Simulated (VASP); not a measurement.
# Cu (Fm-3m) in VASP: a series of runs, part 2 of 2

VASP 6.6.1.

## (3) Relaxation of the atoms, PBE (a relaxed cell with its volume scaled by 0.94)

File INCAR:

```
PREC = Accurate ; ENCUT = 300
EDIFF = 1E-7 ; ISMEAR = 1
SIGMA = 0.1 ; LREAL = F
LASPH = T ; NELM = 80
ALGO = Normal ; ISIF = 2
LWAVE = F ; LCHARG = F
GGA = PE ; IBRION = 2
NSW = 40 ; EDIFFG = -0.01
```

File KPOINTS:

```
regular mesh
0
Gamma
  9 9 9
```

File POSCAR:

```
Cu                                      
1.0
    0.0000000000      1.7689704114      1.7689704114
    1.7689704114      0.0000000000      1.7689704114
    1.7689704114      1.7689704114      0.0000000000
  Cu            
     1
Direct
     0.0000000000000000    0.0000000000000000    0.0000000000000000
```

Potentials or basis: VASP PAW PBE potentials, release 64 (Cu).

On the command line:

```console
$ cat potpaw_PBE.64/Cu/POTCAR > POTCAR
$ mpirun -np 1 vasp_std > vasp.out
```

OUTCAR:

```text
PREC = Accurate
   ENCUT = 300
   EDIFF = 1E-7
   ISMEAR = 1
   LREAL = F
   LASPH = T
   NELM = 80
   ISIF = 2
   GGA = PE
   IBRION = 2
   NSW = 40
   EDIFFG = -0.01

 ion  position               nearest neighbor table
   1  0.000  0.000  0.000-

  LATTYP: Found a face centered cubic cell.
 ALAT       =     3.5379408228

  Lattice vectors:

 A1 = (   0.0000000000,   1.7689704114,   1.7689704114)
 A2 = (   1.7689704114,   0.0000000000,   1.7689704114)
 A3 = (   1.7689704114,   1.7689704114,   0.0000000000)

Analysis of symmetry for initial positions (statically):
=====================================================================
 Subroutine PRICEL returns:
 Original cell was already a primitive cell.

 Routine SETGRP: Setting up the symmetry group for a
 face centered cubic supercell.

 Subroutine GETGRP returns: Found 48 space group operations
 (whereof 48 operations were pure point group operations)
 out of a pool of 48 trial point group operations.

The static configuration has the point symmetry O_h .

Analysis of symmetry for dynamics (positions and initial velocities):
=====================================================================
 Subroutine PRICEL returns:
 Original cell was already a primitive cell.

 Routine SETGRP: Setting up the symmetry group for a
 face centered cubic supercell.

 Subroutine GETGRP returns: Found 48 space group operations
 (whereof 48 operations were pure point group operations)
 out of a pool of 48 trial point group operations.

The dynamic configuration has the point symmetry O_h .

 Subroutine INISYM returns: Found 48 space group operations
 (whereof 48 operations are pure point group operations),
 and found     1 'primitive' translations

----------------------------------------------------------------------------------------

                                     Primitive cell

  volume of cell :      11.0711

[... 106 lines left out ...]
     AMIX_MAG =   1.60;   BMIX_MAG =  1.00
  volume/ion in A,a.u.               =      11.07        74.71
  Fermi-wavevector in a.u.,A,eV,Ry     =   1.633585  3.087029 36.308521  2.668601
  Thomas-Fermi vector in A             =   2.725366
   LORBIT       =      0    0 simple, 1 ext, 2 COOP (PROOUT), +10 PAW based schemes
   GGA     = PE    functional components
   LHFCALC =     F    Hartree Fock is set to
   AEXX    =    0.0000 exact exchange contribution
   IVDW    =     0    specifies the selected vdW correction
   LEPSILON=     F    determine dielectric tensor
   LRPA    =     F    only Hartree local field effects (RPA)
 conjugate gradient relaxation of ions
 non-spin polarized calculation
 Methfessel and Paxton  Order N= 1 SIGMA  =   0.10
  energy-cutoff  :      300.00
  volume of cell :       11.07
 maximum number of plane-waves:       138
 NGX is ok and might be reduce to    14
   NGX =  7   NGY =  7   NGZ =  7

 number of electron      10.9999959 magnetization

 Free energy of the ion-electron system (eV)
  ---------------------------------------------------
  ext. energy  EPLUGINS =         0.00000000
  ---------------------------------------------------
  free energy    TOTEN  =        -3.70290096 eV

  energy without entropy =       -3.70283780  energy(sigma->0) =       -3.70287990

 E-fermi :   8.5193     XC(G=0): -13.1033

 val. band max:        8.2844617554   @ k =   0.4444   0.3333   0.0000
 cond. band min:       8.5839508520   @ k =  -0.4444   0.1111   0.0000
 fundamental gap:      0.2994890966
 Fermi energy:         8.5193190366

 k-point     1 :       0.0000    0.0000    0.0000
  band No.  band energies     occupation
      1      -1.4409      2.00000
      2       5.1890      2.00000
      3       5.1890      2.00000
      4       5.1890      2.00000
      5       6.0967      2.00000
      6       6.0967      2.00000
      7      31.5315      0.00000
      8      34.6794      0.00000
      9      34.6794      0.00000
[... 265 lines left out ...]
 k-point    24 :       0.4444    0.4444    0.0000
  band No.  band energies     occupation
      1       3.1448      2.00000
      2       3.6920      2.00000
      3       6.6855      2.00000
      4       6.8154      2.00000
      5       6.8154      2.00000
      6       9.0134     -0.00000
      7      17.1454      0.00000
      8      22.2412      0.00000
      9      22.2412      0.00000

 [... further k-points ...]
[... 5 lines left out ...]
  --------------------------------------------------------------------------------------
  -------------------------------------------------------------------------------------
  Total        0.7257051      0.7257051      0.7257051     -0.0000000      0.0000000      0.0000000
  in kB      105.0217047    105.0217047    105.0217047     -0.0000000      0.0000000      0.0000000
  external PRESSURE =     105.0217047 kB  Pullay stress =       0.0000000 kB

 VOLUME and BASIS-vectors are now :
 -----------------------------------------------------------------------------
  energy-cutoff  :      300.00
  volume of cell :       11.07
      direct lattice vectors                 reciprocal lattice vectors
     0.000000000  1.768970411  1.768970411    -0.282650290  0.282650290  0.282650290
     1.768970411  0.000000000  1.768970411     0.282650290 -0.282650290  0.282650290
     1.768970411  1.768970411  0.000000000     0.282650290  0.282650290 -0.282650290

 POSITION                                       TOTAL-FORCE (eV/Angst)
 -----------------------------------------------------------------------------------
      0.00000      0.00000      0.00000         0.000000     -0.000000      0.000000
 -----------------------------------------------------------------------------------
    total drift:                               -0.000000     -0.000000     -0.000000

  FREE ENERGIE OF THE ION-ELECTRON SYSTEM (eV)
  ---------------------------------------------------
  free  energy   TOTEN  =        -3.7029009572 eV

  energy  without entropy=       -3.7028377997  energy(sigma->0) =       -3.70287990

 reached required accuracy - stopping structural energy minimisation
```

OSZICAR:

```text
N       E                     dE             d eps       ncg     rms          rms(c)
DAV:   1     0.258580985208E+02    0.25858E+02   -0.41779E+03   647   0.139E+03
DAV:   2    -0.437474250485E+01   -0.30233E+02   -0.28456E+02   639   0.167E+02
DAV:   3    -0.462484625303E+01   -0.25010E+00   -0.24993E+00   777   0.211E+01
DAV:   4    -0.462617272213E+01   -0.13265E-02   -0.13264E-02   737   0.135E+00
DAV:   5    -0.462618641905E+01   -0.13697E-04   -0.13697E-04   793   0.111E-01    0.777E+00
DAV:   6    -0.403498161693E+01    0.59120E+00   -0.16025E+01   667   0.883E+01    0.352E+00
DAV:   7    -0.371666532796E+01    0.31832E+00   -0.23180E+00   665   0.333E+01    0.609E-01
DAV:   8    -0.370440847215E+01    0.12257E-01   -0.45146E-03   670   0.104E+00    0.292E-01
DAV:   9    -0.370289764840E+01    0.15108E-02   -0.10134E-02   679   0.206E+00    0.272E-02
DAV:  10    -0.370290210759E+01   -0.44592E-05   -0.31628E-05   927   0.105E-01    0.723E-03
DAV:  11    -0.370290073568E+01    0.13719E-05   -0.65083E-07   705   0.156E-02    0.195E-04
DAV:  12    -0.370290084397E+01   -0.10829E-06   -0.37089E-09   386   0.723E-04    0.146E-04
DAV:  13    -0.370290094861E+01   -0.10463E-06   -0.22999E-09   355   0.100E-03    0.153E-05
DAV:  14    -0.370290095720E+01   -0.85895E-08   -0.10899E-10   326   0.144E-04
   1 F= -.37029010E+01 E0= -.37028799E+01  d E =-.370290E+01
```

CONTCAR:

```text
Cu
   1.00000000000000
     0.0000000000000000    1.7689704114000000    1.7689704114000000
     1.7689704114000000    0.0000000000000000    1.7689704114000000
     1.7689704114000000    1.7689704114000000    0.0000000000000000
  Cu
     1
Direct
     0.0000000000000000    0.0000000000000000    0.0000000000000000

  0.00000000E+00  0.00000000E+00  0.00000000E+00
```

Wall time 2.9 s (1 thread of Intel Xeon Platinum 8488C (Sapphire Rapids), shared host); peak memory 0.11 GiB.

What came out:

```
Free energy            : -3.7029 eV
Band gap on the k mesh : none (metal or under the smearing width)
```

Final structure:
```
Cu
1.0
     0.00000    1.76897    1.76897
     1.76897    0.00000    1.76897
     1.76897    1.76897    0.00000
Cu
1
Cartesian
  0.0000 0.0000 0.0000
```

Caveat: the cutoff is under 1.25 times the usual one of these potentials, so pressure, stress and relaxed cells hold a basis-set (Pulay) error; the relaxation stopped at its first step, so nothing moved.

## (4) Relaxation of the atoms, PBE (a relaxed cell with its volume scaled by 0.96)

INCAR is that of step 3.

KPOINTS is that of step 3.

File POSCAR:

```
Cu                                      
1.0
    0.0000000000      1.7814283600      1.7814283600
    1.7814283600      0.0000000000      1.7814283600
    1.7814283600      1.7814283600      0.0000000000
  Cu            
     1
Direct
     0.0000000000000000    0.0000000000000000    0.0000000000000000
```

On the command line:

```console
$ cat potpaw_PBE.64/Cu/POTCAR > POTCAR
$ mpirun -np 1 vasp_std > vasp.out
```

Run time: 3.1 s. Hardware: 1 thread of Intel Xeon Platinum 8488C (Sapphire Rapids), shared host; peak memory 0.11 GiB.

The run converged. Its results:

```yaml
Free_energy: -3.7200 eV
Band_gap_on_the_k_mesh: none (metal or under the smearing width)
```

Final structure:
```
Cu
1.0
     0.00000    1.78143    1.78143
     1.78143    0.00000    1.78143
     1.78143    1.78143    0.00000
Cu
1
Direct
  0.00000 0.00000 0.00000
```

Levels at points of the mesh, in eV from the Fermi level:
```
           k point  band 4  band 5  band 6  band 7  band 8  band 9
(0.00, 0.00, 0.00)   -3.27   -2.40   -2.40   22.83   25.81   25.81
```

Caveat: the cutoff is under 1.25 times the usual one of these potentials, so pressure, stress and relaxed cells hold a basis-set (Pulay) error; the relaxation stopped at its first step, so nothing moved.

## (5) Relaxation of the atoms, PBE (a relaxed cell with its volume scaled by 0.98)

INCAR is that of step 4.

KPOINTS is that of step 4.

File POSCAR:

```
Cu                                      
1.0
    0.0000000000      1.7937144610      1.7937144610
    1.7937144610      0.0000000000      1.7937144610
    1.7937144610      1.7937144610      0.0000000000
  Cu            
     1
Direct
     0.0000000000000000    0.0000000000000000    0.0000000000000000
```

On the command line:

```console
$ cat potpaw_PBE.64/Cu/POTCAR > POTCAR
$ mpirun -np 1 vasp_std > vasp.out
```

Run time: 2.9 s. Hardware: 1 thread of Intel Xeon Platinum 8488C (Sapphire Rapids), shared host; peak memory 0.1 GiB.

The run converged. Its results:

| Quantity | Value |
| --- | --- |
| Free energy | -3.7325 eV |
| Band gap on the k mesh | none (metal or under the smearing width) |

Final structure:
```yaml
crystal:
  lattice:
    - [0.00000, 1.79371, 1.79371]
    - [1.79371, 0.00000, 1.79371]
    - [1.79371, 1.79371, 0.00000]
  atoms:
    - { symbol: Cu, position: [0.00000, 0.00000, 0.00000] }
```

Levels at points of the mesh, in eV from the Fermi level:
```csv
k point,band 4,band 5,band 6,band 7,band 8,band 9
"(0.00, 0.00, 0.00)",-3.22,-2.37,-2.37,22.65,25.47,25.47
```

Caveat: the cutoff is under 1.25 times the usual one of these potentials, so pressure, stress and relaxed cells hold a basis-set (Pulay) error; the relaxation stopped at its first step, so nothing moved.

## (6) Overview

```csv
cell,gap on the mesh (eV)
atoms relaxed from: a relaxed cell with its volume scaled by 0.94,none
atoms relaxed from: a relaxed cell with its volume scaled by 0.96,none
atoms relaxed from: a relaxed cell with its volume scaled by 0.98,none
```

Alike in all rows: task relaxation of the atoms; level PBE; potentials or basis VASP PAW PBE potentials, release 64 (Cu); no spin polarisation; k mesh 9 × 9 × 9; cutoff (eV) 300; smearing methfessel-paxton 0.1 eV.

Caveats: the cutoff is under 1.25 times the usual one of these potentials, so pressure, stress and relaxed cells hold a basis-set (Pulay) error; the relaxation stopped at its first step, so nothing moved.

Absolute energies hang on the potentials; compare differences alone.
